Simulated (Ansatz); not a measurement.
Crystal: TiB2.

```
Ti B
1.0
     3.02920    0.00000    0.00000
    -1.51460    2.62336    0.00000
     0.00000    0.00000    3.22840
Ti B
1 2
Direct
  0.00000 0.00000 0.00000
  0.66667 0.33333 0.50000
  0.33333 0.66667 0.50000
```

| Property | Result |
| --- | --- |
| Program | Ansatz 0.2.0 |
| Task | relaxation of cell and atoms |
| Functional | HSE06 |
| Potentials or basis | Ansatz PAW |
| Cutoff | 420 eV (not typed: the program's choice for these potentials) |
| k mesh | 6 × 6 × 6 |
| Occupations | fermi-dirac, width 0.05 eV |
| Spin | no spin polarisation |

At the start: volume 8.55 Å³/atom.

**Question.** How do energy, volume and symmetry change on relaxing?

**Answer.** It ends after 5 steps and the volume is 8.40 Å³/atom (-1.8 %); space group P6/mmm (No. 191, to 0.05 Å).

Step by step:
```tsv
step	energy change (eV)	largest force (eV/Å)	volume (Å³)
1	0.0000	0.0000	25.66
2	-0.0076	0.0000	25.26
3	-0.0080	0.0000	25.18
4	-0.0080	0.0000	25.20
5	-0.0075	0.0000	25.20
```

Final structure:
```
Ti B
1.0
     3.01878    0.00000    0.00000
    -1.50939    2.61434    0.00000
     0.00000    0.00000    3.19279
Ti B
1 2
Direct
  0.00000 0.00000 0.00000
  0.66667 0.33333 0.50000
  0.33333 0.66667 0.50000
```

Caveat: the k mesh is coarse (spacing up to 0.40 Å⁻¹), so the values aren't converged, least of all with exact exchange; the plane-wave basis is chosen anew once the cell has moved, so the energies of steps on either side of that aren't comparable; the PAW data sets come from PBE, with cores solved anew for the run's functional, which leaves a small shift of forces and pressure.
